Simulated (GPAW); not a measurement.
**Ga in GPAW: the effect of potentials**

Crystal: Ga.

```xyz
2
Lattice="4.4495 0.0000 0.0000 -2.2247 3.8534 0.0000 0.0000 0.0000 2.7652" Properties=species:S:1:pos:R:3 pbc="T T T"
Ga    0.0000    2.5689    1.3826
Ga    2.2247    1.2845    1.3826
```

The cell was built by a generator and needn't be a form met in nature.

Alike in all runs:

| Item | Value |
| --- | --- |
| Program | GPAW 26.7.0 |
| Task | single point |
| Functional | LDA |
| Cutoff | 600 eV |
| Basis | pw |
| k mesh | 7 × 7 × 10 |
| Occupations | fermi-dirac, width 0.05 eV |
| Spin | no spin polarisation |

```csv
potentials,pressure (GPa)
GPAW stock,-3.6
PAW data sets made by gpaw-setup for the functional,-3.6
JTH PAW 2.0,?
```

**Question.** What does the run with potentials JTH PAW 2.0 give?

**Answer.** Pressure -4.2 GPa.

Caveats: the program truncates these outside data sets (some runs).

The runs don't all hold the same shells in valence.
